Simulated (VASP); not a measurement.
# SnSe (Fm-3m) in VASP: Born charges and dielectric tensor with LDA

Aim: the Born charges and dielectric tensor of SnSe with LDA.

Everything below comes from runs of VASP 6.6.1. Logs are shortened: lines on timing, memory, paths and dates and some standing lists are left out, and cuts for length are marked.

**1. Starting point**

Symmetry: Fm-3m, No. 225, cubic system. Conventional cell: a = 5.901 Å, b = 5.901 Å, c = 5.901 Å, α = 90.00°, β = 90.00°, γ = 90.00°. Sn (site symmetry m-3m) is surrounded by 6 Se at 2.95 Å. Around Se (site symmetry m-3m) lie 6 Sn at 2.95 Å.

Measurements of this composition are mostly on another form, of space group No. 62.

**2. Born charges and dielectric tensor, LDA**

The input, INCAR:

```
SYSTEM = SnSe
PREC = Accurate
ENCUT = 350
EDIFF = 1E-8
ISMEAR = 0
SIGMA = 0.02
LREAL = .FALSE.
LASPH = .TRUE.
NELM = 80
ALGO = Fast
ISIF = 2
LWAVE = .FALSE.
LCHARG = .FALSE.
LEPSILON = .TRUE.
IBRION = 8
NSW = 1
```

The input, KPOINTS:

```
regular mesh
0
G
  10 10 10
  0 0 0
```

The input, POSCAR:

```
SnSe
1.0
    0.0000000000      2.9505600000      2.9505600000
    2.9505600000      0.0000000000      2.9505600000
    2.9505600000      2.9505600000      0.0000000000
Sn Se
1 1
Direct
    0.0000000000      0.0000000000      0.0000000000
    0.5000000000      0.5000000000      0.5000000000
```

Potentials or basis: VASP PAW LDA potentials, release 64 (Sn_d, Se).

On the command line:

```console
$ cat potpaw_LDA.64/Sn_d/POTCAR potpaw_LDA.64/Se/POTCAR > POTCAR
$ mpirun -np 1 vasp_std > vasp.out
```

OUTCAR:

```text
SYSTEM = SnSe
   PREC = Accurate
   ENCUT = 350
   EDIFF = 1E-8
   ISMEAR = 0
   LREAL = .FALSE.
   LASPH = .TRUE.
   NELM = 80
   ISIF = 2
   LEPSILON = .TRUE.
   IBRION = 8
   NSW = 1

 ion  position               nearest neighbor table
   1  0.000  0.000  0.000-   2 2.95   2 2.95   2 2.95   2 2.95   2 2.95   2 2.95
   2  0.500  0.500  0.500-   1 2.95   1 2.95   1 2.95   1 2.95   1 2.95   1 2.95

  LATTYP: Found a face centered cubic cell.
 ALAT       =     5.9011200000

  Lattice vectors:

 A1 = (   0.0000000000,   2.9505600000,   2.9505600000)
 A2 = (   2.9505600000,   0.0000000000,   2.9505600000)
 A3 = (   2.9505600000,   2.9505600000,   0.0000000000)

Analysis of symmetry for initial positions (statically):
=====================================================================
 Subroutine PRICEL returns:
 Original cell was already a primitive cell.

 Routine SETGRP: Setting up the symmetry group for a
 face centered cubic supercell.

 Subroutine GETGRP returns: Found 48 space group operations
 (whereof 48 operations were pure point group operations)
 out of a pool of 48 trial point group operations.

The static configuration has the point symmetry O_h .

Analysis of symmetry for dynamics (positions and initial velocities):
=====================================================================
 Subroutine PRICEL returns:
 Original cell was already a primitive cell.

 Routine SETGRP: Setting up the symmetry group for a
 face centered cubic supercell.

 Subroutine GETGRP returns: Found 48 space group operations
 (whereof 48 operations were pure point group operations)
 out of a pool of 48 trial point group operations.

The dynamic configuration has the point symmetry O_h .

 Subroutine INISYM returns: Found 48 space group operations
 (whereof 48 operations are pure point group operations),
 and found     1 'primitive' translations

----------------------------------------------------------------------------------------

                                     Primitive cell

  volume of cell :      51.3740

  direct lattice vectors                    reciprocal lattice vectors
     0.000000000  2.950560000  2.950560000    -0.169459357  0.169459357  0.169459357
     2.950560000  0.000000000  2.950560000     0.169459357 -0.169459357  0.169459357
     2.950560000  2.950560000  0.000000000     0.169459357  0.169459357 -0.169459357

  length of vectors
     4.172721969  4.172721969  4.172721969     0.293512216  0.293512216  0.293512216

  position of ions in fractional coordinates (direct lattice)
     0.000000000  0.000000000  0.000000000
     0.500000000  0.500000000  0.500000000

  ion indices of the primitive-cell ions
   primitive index   ion index
                 1           1
                 2           2

----------------------------------------------------------------------------------------

 KPOINTS: regular mesh

Automatic generation of k-mesh.
 Grid dimensions read from file:
 generate k-points for:   10   10   10

 Generating k-lattice:

  Cartesian coordinates                     Fractional coordinates (reciprocal lattice)
    -0.016945936  0.016945936  0.016945936     0.100000000  0.000000000  0.000000000
     0.016945936 -0.016945936  0.016945936     0.000000000  0.100000000  0.000000000
     0.016945936  0.016945936 -0.016945936     0.000000000  0.000000000  0.100000000

  Length of vectors
     0.029351222  0.029351222  0.029351222

  Shift w.r.t. Gamma in fractional coordinates (k-lattice)
     0.000000000  0.000000000  0.000000000

 Subroutine IBZKPT returns following result:
 ===========================================

 Found     47 irreducible k-points:

 Following reciprocal coordinates:
            Coordinates               Weight
[... 515 lines left out ...]
  volume of cell :       51.37
      direct lattice vectors                 reciprocal lattice vectors
     0.000000000  2.950560000  2.950560000    -0.169459357  0.169459357  0.169459357
     2.950560000  0.000000000  2.950560000     0.169459357 -0.169459357  0.169459357
     2.950560000  2.950560000  0.000000000     0.169459357  0.169459357 -0.169459357

 POSITION                                       TOTAL-FORCE (eV/Angst)
 -----------------------------------------------------------------------------------
      0.00000      0.00000      0.00000        -0.000000     -0.000000      0.000000
      2.95056      2.95056      2.95056         0.000000      0.000000     -0.000000
 -----------------------------------------------------------------------------------
    total drift:                               -0.000000      0.000000      0.000000

  FREE ENERGIE OF THE ION-ELECTRON SYSTEM (eV)
  ---------------------------------------------------
  free  energy   TOTEN  =        -9.4993449784 eV

  energy  without entropy=       -9.4993449784  energy(sigma->0) =       -9.49934498

 HEAD OF MICROSCOPIC STATIC DIELECTRIC TENSOR (INDEPENDENT PARTICLE, excluding Hartree and local field effects)
 ------------------------------------------------------
          43.042724     0.000000    -0.000000
           0.000000    43.042724     0.000000
           0.000000     0.000000    43.042724
 ------------------------------------------------------

 Free energy of the ion-electron system (eV)
  ---------------------------------------------------
  ---------------------------------------------------
  free energy    TOTEN  =        -5.93642151 eV

  energy without entropy =       -5.93642151

------------------------ aborting loop because EDIFF is reached ----------------------------------------

--------------------------------------- Ionic step        2  -------------------------------------------

------------------------ aborting loop because EDIFF is reached ----------------------------------------

--------------------------------------- Ionic step        3  -------------------------------------------

------------------------ aborting loop because EDIFF is reached ----------------------------------------

 PIEZOELECTRIC TENSOR FIELD DIRECTION 3  (e Angst)
 -----------------------------------------------------------------------------
     0.03362  0.00000  0.00000           (  0.00000  0.00000  0.00000)
     0.00000  0.03362 -0.00000           (  0.00000  0.00000  0.00000)
    -0.00000 -0.00000 -0.02826           (  0.00000  0.00000  0.00000)

 PIEZOELECTRIC TENSOR FIELD DIRECTION 3  (C/m^2)
 -----------------------------------------------------------------------------
     0.01048  0.00000  0.00000
     0.00000  0.01048 -0.00000
    -0.00000 -0.00000 -0.00881

--------------------------------------- Ionic step        4  -------------------------------------------

------------------------ aborting loop because EDIFF is reached ----------------------------------------

[... ionic steps 5 to 6 ...]

--------------------------------------- Ionic step        7  -------------------------------------------

 Free energy of the ion-electron system (eV)
  ---------------------------------------------------
  ---------------------------------------------------
  free energy    TOTEN  =        -0.08354654 eV

  energy without entropy =       -0.08354654

------------------------ aborting loop because EDIFF is reached ----------------------------------------

 INTERNAL STRAIN TENSOR  FOR ION    2  DIRECTION 1   (eV/Angst):
 -----------------------------------------------------------------------------
    -0.00270  0.00000  0.00000
     0.00000  0.00284 -0.00000
     0.00000 -0.00000  0.00284

 MACROSCOPIC STATIC DIELECTRIC TENSOR (including local field effects in DFT)
 ------------------------------------------------------
          41.403250     0.000000     0.000000
          -0.000000    41.403250     0.000000
          -0.000000     0.000000    41.403250
 ------------------------------------------------------

 PIEZOELECTRIC TENSOR (including local field effects)  for field in x, y, z        (e  Angst)
          XX          YY          ZZ          XY          YZ          ZX
  --------------------------------------------------------------------------------
  x     0.00000     0.00000     0.00000     0.00000     0.00000     0.00000
  y     0.00000     0.00000     0.00000     0.00000     0.00000     0.00000
  z     0.00000     0.00000     0.00000     0.00000     0.00000     0.00000

 PIEZOELECTRIC TENSOR (including local field effects)  for field in x, y, z        (C/m^2)
          XX          YY          ZZ          XY          YZ          ZX
  --------------------------------------------------------------------------------
  x     0.00000     0.00000     0.00000     0.00000     0.00000     0.00000
  y     0.00000     0.00000     0.00000     0.00000     0.00000     0.00000
  z     0.00000     0.00000     0.00000     0.00000     0.00000     0.00000

 BORN EFFECTIVE CHARGES (including local field effects) (in |e|, cummulative output)
 ---------------------------------------------------------------------------------
 ion    1
    1     5.95035     0.00000     0.00000
    2     0.00000     5.95035     0.00000
    3     0.00000     0.00000     5.95035
 ion    2
    1    -5.95035     0.00000     0.00000
    2     0.00000    -5.95035     0.00000
    3     0.00000     0.00000    -5.95035

 INTERNAL STRAIN TENSOR FOR ION    2 for displacements in x,y,z  (eV/Angst):
          X           Y           Z          XY          YZ          ZX
  --------------------------------------------------------------------------------
  x     0.00000     0.00000     0.00000     0.00000     0.00000     0.00000
  y     0.00000     0.00000     0.00000     0.00000     0.00000     0.00000
  z     0.00000     0.00000     0.00000     0.00000     0.00000     0.00000

 SECOND DERIVATIVES (NOT SYMMETRIZED)
 ------------------------------------
               1X          1Y          1Z          2X          2Y          2Z
  1X    -0.355988    0.000000    0.000000    0.355988    0.000000    0.000000
  1Y     0.000000   -0.355988    0.000000    0.000000    0.355988    0.000000
  1Z     0.000000    0.000000   -0.355988    0.000000    0.000000    0.355988
  2X     0.355487    0.000000    0.000000   -0.355487    0.000000    0.000000
  2Y     0.000000    0.355487    0.000000    0.000000   -0.355487    0.000000
  2Z     0.000000    0.000000    0.355487    0.000000    0.000000   -0.355487

 Eigenvectors and eigenvalues of the dynamical matrix
 ----------------------------------------------------

   1 f  =    1.353967 THz     8.507223 2PiTHz   45.163462 cm-1     5.599553 meV
             X         Y         Z           dx          dy          dz
      0.000000  0.000000  0.000000     0.632291    0.000000   -0.000000
      2.950560  2.950560  2.950560    -0.774731    0.000000   -0.000000
[... 21 lines left out ...]
   6 f/i=    0.000468 THz     0.002940 2PiTHz    0.015608 cm-1     0.001935 meV
             X         Y         Z           dx          dy          dz
      0.000000  0.000000  0.000000     0.177018    0.145494    0.740070
      2.950560  2.950560  2.950560     0.144472    0.118744    0.604003

--------------------------------------------------------------------------------------------------------

 MACROSCOPIC STATIC DIELECTRIC TENSOR IONIC CONTRIBUTION
 ------------------------------------------------------
         350.572048     0.000000     0.000000
           0.000000   350.572048     0.000000
           0.000000     0.000000   350.572048
 ------------------------------------------------------

 ELASTIC MODULI CONTR FROM IONIC RELAXATION (kBar)
 Direction    XX          YY          ZZ          XY          YZ          ZX
 --------------------------------------------------------------------------------
 XX           0.0000      0.0000      0.0000      0.0000      0.0000      0.0000
 YY           0.0000      0.0000      0.0000      0.0000      0.0000      0.0000
 ZZ           0.0000      0.0000      0.0000      0.0000      0.0000      0.0000
 XY           0.0000      0.0000      0.0000      0.0000      0.0000      0.0000
 YZ           0.0000      0.0000      0.0000      0.0000      0.0000      0.0000
 ZX           0.0000      0.0000      0.0000      0.0000      0.0000      0.0000
 --------------------------------------------------------------------------------

 PIEZOELECTRIC TENSOR IONIC CONTR  for field in x, y, z        (C/m^2)
          XX          YY          ZZ          XY          YZ          ZX
  --------------------------------------------------------------------------------
  x     0.00000     0.00000     0.00000     0.00000     0.00000     0.00000
  y     0.00000     0.00000     0.00000     0.00000     0.00000     0.00000
  z     0.00000     0.00000     0.00000     0.00000     0.00000     0.00000
```

Wall time 4.1 min (1 thread of Intel Xeon 6975P-C (Granite Rapids), shared host); peak memory 0.24 GiB.

What came out:

| Property | Result |
| --- | --- |
| Band gap on the k mesh | 0.43 eV, indirect (least direct gap 0.57 eV) |
| Electronic dielectric tensor (diagonal) | 41.40 |
| Born charges (mean of the diagonal) | Sn +5.95; Se -5.95 e |
| Highest phonon frequency at Γ, LO-TO splitting left out | 45 cm⁻¹ |

Levels at points of the mesh, in eV from the valence-band top:
| k point | band 7 | band 8 | band 9 | band 10 | band 11 | band 12 | band 13 | band 14 |
| --- | --- | --- | --- | --- | --- | --- | --- | --- |
| (0.00, 0.00, 0.00) | -4.99 | -2.34 | -2.34 | -2.34 | 4.44 | 4.44 | 4.44 | 5.79 |
| (0.50, 0.00, 0.00) | -8.43 | -2.07 | -2.07 | -0.14 | 0.76 | 1.14 | 1.14 | 8.32 |
| (0.50, 0.50, 0.00) | -6.13 | -5.90 | -3.91 | -3.91 | 2.78 | 5.59 | 5.59 | 6.27 |

Phonon frequencies in cm⁻¹ (negative: imaginary):
```
              q point     frequencies
(0.000, 0.000, 0.000)  0 0 0 45 45 45
```

Electronic dielectric tensor:
```
41.40  0.00  0.00
 0.00 41.40  0.00
 0.00  0.00 41.40
```

Born effective charge tensors (e):
atom 1, Sn
```
5.95 0.00 0.00
0.00 5.95 0.00
0.00 0.00 5.95
```
atom 2, Se
```
-5.95  0.00  0.00
 0.00 -5.95  0.00
 0.00  0.00 -5.95
```

Caveat: the gap is small at this level, which inflates the dielectric constant; spin-orbit coupling is left out, which moves the levels of the heavy elements.
